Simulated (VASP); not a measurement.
# Y (P6_3/mmc) in VASP: further runs

The runs below take Y through band structure, with PBEsol, LDA, PBE.

All numbers are computed with VASP 6.6.1; they aren't measurements. Logs are shortened: lines on timing, memory, paths and dates and some standing lists are left out, and cuts for length are marked.

## (1) The crystal as given

The structure is hexagonal, space group P6_3/mmc (No. 194). The conventional cell has a = 3.594 Å, b = 3.594 Å, c = 5.594 Å, α = 90.00°, β = 90.00°, γ = 120.00°. Y (site symmetry -6m2) is surrounded by 12 Y at 3.48 to 3.59 Å.

## (2) Band structure, PBEsol

File INCAR:

```
ALGO = Normal
EDIFF = 1E-7
ENCUT = 520
GGA = PS
ICORELEVEL = 1
ISIF = 2
ISMEAR = 1
LASPH = True
LCHARG = False
LMAXMIX = 4
LREAL = False
LWAVE = False
NBANDS = 18
NELM = 80
PREC = Accurate
SIGMA = 0.1
```

File KPOINTS:

```
k-points
0
Gamma
  12 12 7
```

File POSCAR:

```
Y                                       
1.0
    3.5936433523     -0.0000000000      0.0000000000
   -1.7968216761      3.1121864373     -0.0000000000
   -0.0000000000      0.0000000000      5.5938732015
  Y             
     2
Direct
     0.3333333300000021    0.6666666699999979    0.2500000000000000
     0.6666666699999979    0.3333333300000021    0.7500000000000000
```

File KPOINTS_OPT:

```
explicit points
96
Reciprocal
 0.0000000000  0.0000000000  0.0000000000 1
 0.0555555556  0.0000000000  0.0000000000 1
 0.1111111111  0.0000000000  0.0000000000 1
 0.1666666667  0.0000000000  0.0000000000 1
 0.2222222222  0.0000000000  0.0000000000 1
 0.2777777778  0.0000000000  0.0000000000 1
 0.3333333333  0.0000000000  0.0000000000 1
 0.3888888889  0.0000000000  0.0000000000 1
 0.4444444444  0.0000000000  0.0000000000 1
 0.5000000000  0.0000000000  0.0000000000 1
 0.5000000000  0.0000000000  0.0000000000 1
 0.4814814815  0.0370370370  0.0000000000 1
 0.4629629630  0.0740740741  0.0000000000 1
 0.4444444444  0.1111111111  0.0000000000 1
 0.4259259259  0.1481481481  0.0000000000 1
 0.4074074074  0.1851851852  0.0000000000 1
 0.3888888889  0.2222222222  0.0000000000 1
 0.3703703703  0.2592592592  0.0000000000 1
 0.3518518518  0.2962962963  0.0000000000 1
 0.3333333333  0.3333333333  0.0000000000 1
 0.3333333333  0.3333333333  0.0000000000 1
 0.2962962963  0.2962962963  0.0000000000 1
 0.2592592592  0.2592592592  0.0000000000 1
 0.2222222222  0.2222222222  0.0000000000 1
 0.1851851852  0.1851851852  0.0000000000 1
 0.1481481481  0.1481481481  0.0000000000 1
 0.1111111111  0.1111111111  0.0000000000 1
 0.0740740741  0.0740740741  0.0000000000 1
 0.0370370370  0.0370370370  0.0000000000 1
 0.0000000000  0.0000000000  0.0000000000 1
 0.0000000000  0.0000000000  0.0000000000 1
 0.0000000000  0.0000000000  0.0555555556 1
 0.0000000000  0.0000000000  0.1111111111 1
 0.0000000000  0.0000000000  0.1666666667 1
 0.0000000000  0.0000000000  0.2222222222 1
 0.0000000000  0.0000000000  0.2777777778 1
 0.0000000000  0.0000000000  0.3333333333 1
 0.0000000000  0.0000000000  0.3888888889 1
 0.0000000000  0.0000000000  0.4444444444 1
 0.0000000000  0.0000000000  0.5000000000 1
 0.0000000000  0.0000000000  0.5000000000 1
 0.0555555556  0.0000000000  0.5000000000 1
 0.1111111111  0.0000000000  0.5000000000 1
 0.1666666667  0.0000000000  0.5000000000 1
 0.2222222222  0.0000000000  0.5000000000 1
 0.2777777778  0.0000000000  0.5000000000 1
 0.3333333333  0.0000000000  0.5000000000 1
 0.3888888889  0.0000000000  0.5000000000 1
 0.4444444444  0.0000000000  0.5000000000 1
 0.5000000000  0.0000000000  0.5000000000 1
 0.5000000000  0.0000000000  0.5000000000 1
 0.4814814815  0.0370370370  0.5000000000 1
 0.4629629630  0.0740740741  0.5000000000 1
 0.4444444444  0.1111111111  0.5000000000 1
 0.4259259259  0.1481481481  0.5000000000 1
 0.4074074074  0.1851851852  0.5000000000 1
 0.3888888889  0.2222222222  0.5000000000 1
 0.3703703703  0.2592592592  0.5000000000 1
 0.3518518518  0.2962962963  0.5000000000 1
 0.3333333333  0.3333333333  0.5000000000 1
 0.3333333333  0.3333333333  0.5000000000 1
 0.2962962963  0.2962962963  0.5000000000 1
 0.2592592592  0.2592592592  0.5000000000 1
 0.2222222222  0.2222222222  0.5000000000 1
 0.1851851852  0.1851851852  0.5000000000 1
 0.1481481481  0.1481481481  0.5000000000 1
 0.1111111111  0.1111111111  0.5000000000 1
 0.0740740741  0.0740740741  0.5000000000 1
 0.0370370370  0.0370370370  0.5000000000 1
 0.0000000000  0.0000000000  0.5000000000 1
 0.5000000000  0.0000000000  0.5000000000 1
 0.5000000000  0.0000000000  0.4444444444 1
 0.5000000000  0.0000000000  0.3888888889 1
 0.5000000000  0.0000000000  0.3333333333 1
 0.5000000000  0.0000000000  0.2777777778 1
 0.5000000000  0.0000000000  0.2222222222 1
 0.5000000000  0.0000000000  0.1666666667 1
 0.5000000000  0.0000000000  0.1111111111 1
 0.5000000000  0.0000000000  0.0555555556 1
 0.5000000000  0.0000000000  0.0000000000 1
 0.3333333333  0.3333333333  0.0000000000 1
 0.3333333333  0.3333333333  0.0555555556 1
 0.3333333333  0.3333333333  0.1111111111 1
 0.3333333333  0.3333333333  0.1666666667 1
 0.3333333333  0.3333333333  0.2222222222 1
 0.3333333333  0.3333333333  0.2777777778 1
 0.3333333333  0.3333333333  0.3333333333 1
 0.3333333333  0.3333333333  0.3888888889 1
 0.3333333333  0.3333333333  0.4444444444 1
 0.3333333333  0.3333333333  0.5000000000 1
 0.0000000000  0.0000000000  0.0000000000 1
 0.0000000000  0.0000000000  0.5000000000 1
 0.3333333333  0.3333333333  0.5000000000 1
 0.3333333333  0.3333333333  0.0000000000 1
 0.5000000000  0.0000000000  0.5000000000 1
 0.5000000000  0.0000000000  0.0000000000 1
```

Potentials or basis: VASP PAW PBE potentials, release 64 (Y_sv).

The run is started by

```
> cat potpaw_PBE.64/Y_sv/POTCAR > POTCAR
> mpirun -np 1 vasp_std > vasp.out
```

OUTCAR:

```text
EDIFF = 1E-7
   ENCUT = 520
   GGA = PS
   ISIF = 2
   ISMEAR = 1
   LASPH = True
   LREAL = False
   NELM = 80
   PREC = Accurate

 ion  position               nearest neighbor table
   1  0.333  0.667  0.250-   2 3.48   2 3.48   2 3.48   2 3.48   2 3.48   2 3.48
   2  0.667  0.333  0.750-   1 3.48   1 3.48   1 3.48   1 3.48   1 3.48   1 3.48

  LATTYP: Found a hexagonal cell.
 ALAT       =     3.5936433523
 C/A-ratio  =     1.5566022148

  Lattice vectors:

 A1 = (   3.5936433523,   0.0000000000,   0.0000000000)
 A2 = (  -1.7968216761,   3.1121864373,   0.0000000000)
 A3 = (   0.0000000000,   0.0000000000,   5.5938732015)

Analysis of symmetry for initial positions (statically):
=====================================================================
 Subroutine PRICEL returns:
 Original cell was already a primitive cell.

 Routine SETGRP: Setting up the symmetry group for a
 hexagonal supercell.

 Subroutine GETGRP returns: Found 24 space group operations
 (whereof 12 operations were pure point group operations)
 out of a pool of 24 trial point group operations.

The static configuration has the point symmetry D_3d.
 The point group associated with its full space group is D_6h.

Analysis of symmetry for dynamics (positions and initial velocities):
=====================================================================
 Subroutine PRICEL returns:
 Original cell was already a primitive cell.

 Routine SETGRP: Setting up the symmetry group for a
 hexagonal supercell.

 Subroutine GETGRP returns: Found 24 space group operations
 (whereof 12 operations were pure point group operations)
 out of a pool of 24 trial point group operations.

The dynamic configuration has the point symmetry D_3d.
 The point group associated with its full space group is D_6h.

 Subroutine INISYM returns: Found 24 space group operations
 (whereof 12 operations are pure point group operations),
 and found     1 'primitive' translations

----------------------------------------------------------------------------------------

                                     Primitive cell

  volume of cell :      62.5624

  direct lattice vectors                    reciprocal lattice vectors
     3.593643352  0.000000000  0.000000000     0.278269127  0.160658756  0.000000000
    -1.796821676  3.112186437  0.000000000     0.000000000  0.321317511  0.000000000
     0.000000000  0.000000000  5.593873202     0.000000000  0.000000000  0.178767012

  length of vectors
     3.593643352  3.593643354  5.593873202     0.321317511  0.321317511  0.178767012

  position of ions in fractional coordinates (direct lattice)
     0.333333330  0.666666670  0.250000000
     0.666666670  0.333333330  0.750000000

  ion indices of the primitive-cell ions
   primitive index   ion index
                 1           1
                 2           2

----------------------------------------------------------------------------------------

 KPOINTS: k-points

Automatic generation of k-mesh.
 Grid dimensions read from file:
 generate k-points for:   12   12    7

 Generating k-lattice:

  Cartesian coordinates                     Fractional coordinates (reciprocal lattice)
     0.023189094  0.013388230  0.000000000     0.083333333  0.000000000  0.000000000
     0.000000000  0.026776459  0.000000000     0.000000000  0.083333333  0.000000000
     0.000000000  0.000000000  0.025538145     0.000000000  0.000000000  0.142857143

  Length of vectors
     0.026776459  0.026776459  0.025538145

  Shift w.r.t. Gamma in fractional coordinates (k-lattice)
     0.000000000  0.000000000  0.000000000

 Subroutine IBZKPT returns following result:
 ===========================================

 Found     76 irreducible k-points:

 Following reciprocal coordinates:
            Coordinates               Weight
  0.000000  0.000000  0.000000      1.000000
  0.083333 -0.000000  0.000000      6.000000
  0.166667 -0.000000  0.000000      6.000000
  0.250000 -0.000000  0.000000      6.000000
  0.333333 -0.000000  0.000000      6.000000
[... 38 lines left out ...]
   ISMEAR =     1;   SIGMA  =   0.10  broadening in eV -4-tet -1-fermi 0-gaus
   EFERMI_NEDOS =   21; number of points for ismear=-14 and -15
   IALGO  =     38    algorithm
   IMIX   =      4    mixing-type and parameters
     AMIX     =   0.40;   BMIX     =  1.00
     AMIX_MAG =   1.60;   BMIX_MAG =  1.00
  volume/ion in A,a.u.               =      31.28       211.10
  Fermi-wavevector in a.u.,A,eV,Ry     =   1.155521  2.183619 18.166903  1.335230
  Thomas-Fermi vector in A             =   2.292149
   LORBIT       =      0    0 simple, 1 ext, 2 COOP (PROOUT), +10 PAW based schemes
   GGA     = PS    functional components
   LHFCALC =     F    Hartree Fock is set to
   AEXX    =    0.0000 exact exchange contribution
   IVDW    =     0    specifies the selected vdW correction
   LEPSILON=     F    determine dielectric tensor
   LRPA    =     F    only Hartree local field effects (RPA)
 non-spin polarized calculation
 Methfessel and Paxton  Order N= 1 SIGMA  =   0.10
  energy-cutoff  :      520.00
  volume of cell :       62.56
 maximum number of plane-waves:      1711
 NGX is ok and might be reduce to    28
   NGX = 13   NGY = 13   NGZ = 21

 number of electron      22.0000002 magnetization

 Free energy of the ion-electron system (eV)
  ---------------------------------------------------
  ext. energy  EPLUGINS =         0.00000000
  ---------------------------------------------------
  free energy    TOTEN  =       -13.63360116 eV

  energy without entropy =      -13.63059663  energy(sigma->0) =      -13.63259965

 the core state eigenenergies are
   1-  1s -16856.0495  2s  -2302.3428  2p  -2048.5998  3s   -360.1694  3p   -277.8794
       3d   -142.4358
   2-  1s -16856.0495  2s  -2302.3428  2p  -2048.5998  3s   -360.1694  3p   -277.8794
       3d   -142.4358

 E-fermi :   3.1200     XC(G=0):  -9.7261

 val. band max:        3.1191996094   @ k =   0.1667   0.0833   0.1429
 cond. band min:       3.1251562351   @ k =   0.3333   0.1667   0.4286
 fundamental gap:      0.0059566257
 Fermi energy:         3.1200032412

 k-point     1 :       0.0000    0.0000    0.0000
  band No.  band energies     occupation
      1     -39.3600      2.00000
      2     -39.2658      2.00000
      3     -19.7265      2.00000
      4     -19.1645      2.00000
      5     -19.1645      2.00000
      6     -19.0553      2.00000
[... 10 lines left out ...]
     17       5.9593      0.00000
     18       5.9593      0.00000
[... 253 lines left out ...]
 k-point    14 :       0.2500    0.1667    0.0000
  band No.  band energies     occupation
      1     -39.3008      2.00000
      2     -39.2536      2.00000
      3     -19.4989      2.00000
      4     -19.4773      2.00000
      5     -19.4247      2.00000
      6     -19.2792      2.00000
      7     -19.1600      2.00000
      8     -19.1400      2.00000
      9       0.7525      2.00000
     10       2.5559      2.00000
     11       2.5910      2.00000
     12       2.9348      2.02499

------------------------ aborting loop because EDIFF is reached ----------------------------------------

  FORCE on cell =-STRESS in cart. coord.  units (eV):
  Direction    XX          YY          ZZ          XY          YZ          ZX
  --------------------------------------------------------------------------------------
  -------------------------------------------------------------------------------------
  Total       -0.0026186     -0.0026186      0.0047164     -0.0000000     -0.0000000      0.0000000
  in kB       -0.0670615     -0.0670615      0.1207826     -0.0000000     -0.0000000      0.0000000
  external PRESSURE =      -0.0044468 kB  Pullay stress =       0.0000000 kB

 VOLUME and BASIS-vectors are now :
 -----------------------------------------------------------------------------
  energy-cutoff  :      520.00
  volume of cell :       62.56
      direct lattice vectors                 reciprocal lattice vectors
     3.593643352  0.000000000  0.000000000     0.278269127  0.160658756  0.000000000
    -1.796821676  3.112186437  0.000000000     0.000000000  0.321317511  0.000000000
     0.000000000  0.000000000  5.593873202     0.000000000  0.000000000  0.178767012

 POSITION                                       TOTAL-FORCE (eV/Angst)
 -----------------------------------------------------------------------------------
     -0.00000      2.07479      1.39847        -0.000000     -0.000000      0.000000
      1.79682      1.03740      4.19540         0.000000      0.000000      0.000000
 -----------------------------------------------------------------------------------
    total drift:                               -0.000004      0.000003     -0.000000

  FREE ENERGIE OF THE ION-ELECTRON SYSTEM (eV)
  ---------------------------------------------------
  free  energy   TOTEN  =       -13.6336011579 eV

  energy  without entropy=      -13.6305966297  energy(sigma->0) =      -13.63259965
```

It took 64 s on 1 thread of Intel Xeon 6975P-C (Granite Rapids), shared host; peak memory 0.26 GiB.

Results:

```
Free energy             : -13.6336 eV
Pressure                : 0.0 GPa
Band gap along the path : none (metal or under the smearing width)
```

Levels at the corners of the path, in eV from the Fermi level:
| point | band 8 | band 9 | band 10 | band 11 | band 12 | band 13 |
| --- | --- | --- | --- | --- | --- | --- |
| Γ | -22.13 | -4.78 | -1.94 | 1.11 | 1.77 | 1.77 |
| M | -22.24 | -1.71 | -1.28 | -0.88 | -0.04 | 1.45 |
| M | -22.24 | -1.71 | -1.28 | -0.88 | -0.04 | 1.45 |
| K | -22.41 | -0.80 | -0.67 | -0.67 | -0.45 | 1.13 |
| K | -22.41 | -0.80 | -0.67 | -0.67 | -0.45 | 1.13 |
| Γ | -22.13 | -4.78 | -1.94 | 1.11 | 1.77 | 1.77 |
| Γ | -22.13 | -4.78 | -1.94 | 1.11 | 1.77 | 1.77 |
| A | -22.23 | -3.26 | -3.26 | 1.00 | 1.00 | 1.67 |
| A | -22.23 | -3.26 | -3.26 | 1.00 | 1.00 | 1.67 |
| L | -22.30 | -1.73 | -1.73 | 0.07 | 0.07 | 1.52 |
| L | -22.30 | -1.73 | -1.73 | 0.07 | 0.07 | 1.52 |
| H | -22.25 | -0.42 | -0.42 | -0.40 | -0.40 | 0.48 |
| H | -22.25 | -0.42 | -0.42 | -0.40 | -0.40 | 0.48 |
| A | -22.23 | -3.26 | -3.26 | 1.00 | 1.00 | 1.67 |
| L | -22.30 | -1.73 | -1.73 | 0.07 | 0.07 | 1.52 |
| M | -22.24 | -1.71 | -1.28 | -0.88 | -0.04 | 1.45 |
| K | -22.41 | -0.80 | -0.67 | -0.67 | -0.45 | 1.13 |
| H | -22.25 | -0.42 | -0.42 | -0.40 | -0.40 | 0.48 |

Core levels (eV, on the scale of the bands):
| atom | levels |
| --- | --- |
| 1 Y | 1s -16856.0, 2s -2302.3, 2p -2048.6, 3s -360.2, 3p -277.9, 3d -142.4 |
| 2 Y | 1s -16856.0, 2s -2302.3, 2p -2048.6, 3s -360.2, 3p -277.9, 3d -142.4 |

Caveat: the PAW data sets were made with another functional, which shifts forces and pressure a little.

## (3) Band structure, LDA

This run uses another cell than the first one, of 29.82 Å³/atom, 0.953 times its volume.

File INCAR:

```
SYSTEM = Y
ALGO = Normal ; EDIFF = 1E-6
ENCUT = 520 ; ICORELEVEL = 1
ISIF = 2 ; ISMEAR = 1
LASPH = .True. ; LCHARG = .False.
LMAXMIX = 4 ; LREAL = .False.
LWAVE = .False. ; NBANDS = 18
NELM = 80 ; PREC = Accurate
SIGMA = 0.1
```

File KPOINTS:

```
k-points
0
Gamma
  12 12 7
  0 0 0
```

File POSCAR:

```
Y                                       
1.0
    3.5294108355      0.0000000000      0.0000000000
   -1.7647054177      3.0565594459      0.0000000000
    0.0000000000      0.0000000000      5.5283225396
  Y             
     2
Direct
     0.3333333300000021    0.6666666699999979    0.2500000000000000
     0.6666666699999979    0.3333333300000021    0.7500000000000000
```

KPOINTS_OPT is that of step 2.

Potentials or basis: VASP PAW LDA potentials, release 64 (Y_sv).

The run is started by

```
> cat potpaw_LDA.64/Y_sv/POTCAR > POTCAR
> mpirun -np 1 vasp_std > vasp.out
```

Run time: 68 s. Hardware: 1 thread of Intel Xeon Platinum 8488C (Sapphire Rapids), shared host; peak memory 0.24 GiB.

The run converged. Its results:

```yaml
Free_energy: -13.8865 eV
Pressure: 0.0 GPa
Band_gap_along_the_path: none (metal or under the smearing width)
```

Levels at the corners of the path, in eV from the Fermi level:
```tsv
point	band 7	band 8	band 9	band 10	band 11	band 12	band 13	band 14
Γ	-21.98	-21.94	-4.82	-2.03	1.31	1.77	1.77	2.13
M	-22.15	-22.06	-1.72	-1.39	-0.97	0.12	1.46	1.56
M	-22.15	-22.06	-1.72	-1.39	-0.97	0.12	1.46	1.56
K	-22.28	-22.26	-0.92	-0.62	-0.62	-0.40	1.14	1.14
K	-22.28	-22.26	-0.92	-0.62	-0.62	-0.40	1.14	1.14
Γ	-21.98	-21.94	-4.82	-2.03	1.31	1.77	1.77	2.13
Γ	-21.98	-21.94	-4.82	-2.03	1.31	1.77	1.77	2.13
A	-22.04	-22.04	-3.25	-3.25	0.98	0.98	1.68	1.68
A	-22.04	-22.04	-3.25	-3.25	0.98	0.98	1.68	1.68
L	-22.14	-22.14	-1.82	-1.82	0.03	0.03	1.70	1.70
L	-22.14	-22.14	-1.82	-1.82	0.03	0.03	1.70	1.70
H	-22.08	-22.08	-0.47	-0.47	-0.40	-0.40	0.57	0.57
H	-22.08	-22.08	-0.47	-0.47	-0.40	-0.40	0.57	0.57
A	-22.04	-22.04	-3.25	-3.25	0.98	0.98	1.68	1.68
L	-22.14	-22.14	-1.82	-1.82	0.03	0.03	1.70	1.70
M	-22.15	-22.06	-1.72	-1.39	-0.97	0.12	1.46	1.56
K	-22.28	-22.26	-0.92	-0.62	-0.62	-0.40	1.14	1.14
H	-22.08	-22.08	-0.47	-0.47	-0.40	-0.40	0.57	0.57
```

Core levels (eV, on the scale of the bands):
```tsv
atom	levels
1 Y	1s -16767.1, 2s -2292.6, 2p -2043.7, 3s -357.7, 3p -276.7, 3d -142.3
2 Y	1s -16767.1, 2s -2292.6, 2p -2043.7, 3s -357.7, 3p -276.7, 3d -142.3
```

[end of part 1 of 2]
